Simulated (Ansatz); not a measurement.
Crystal: Ti.

```
Ti
1.0
    -1.64100    1.64100    1.64100
     1.64100   -1.64100    1.64100
     1.64100    1.64100   -1.64100
Ti
1
Cartesian
  0.0000 0.0000 0.0000
```

This isn't the form of Ti at room conditions, which is hcp.

| Item | Value |
| --- | --- |
| Program | Ansatz 0.2.0 |
| Task | relaxation of cell and atoms |
| Functional | HF |
| Potentials or basis | Ansatz PAW |
| Cutoff | 420 eV (not typed: the program's choice for these potentials) |
| k mesh | 6 × 6 × 6 |
| Occupations | fermi-dirac, width 0.05 eV |
| Spin | no spin polarisation |

At the start: volume 17.68 Å³/atom.

Q: How do energy, volume and symmetry change on relaxing?

A: It ends after 4 steps and the volume is 18.41 Å³/atom (+4.2 %); space group Im-3m (No. 229, to 0.05 Å).

The path:
```csv
step,energy change (eV),largest force (eV/Å),volume (Å³)
1,0.0000,0.0000,17.68
2,-0.0136,0.0000,18.50
3,-0.0139,0.0000,18.41
4,-0.0149,0.0000,18.41
```

Final structure:
```
Ti
1.0
    -1.66353    1.66353    1.66353
     1.66353   -1.66353    1.66353
     1.66353    1.66353   -1.66353
Ti
1
Direct
  0.00000 0.00000 0.00000
```

Caveat: the k mesh is coarse (spacing up to 0.45 Å⁻¹), so the values aren't converged, least of all with exact exchange; the plane-wave basis is chosen anew once the cell has moved, so the energies of steps on either side of that aren't comparable; the PAW data sets come from PBE, with cores solved anew for the run's functional, which leaves a small shift of forces and pressure.
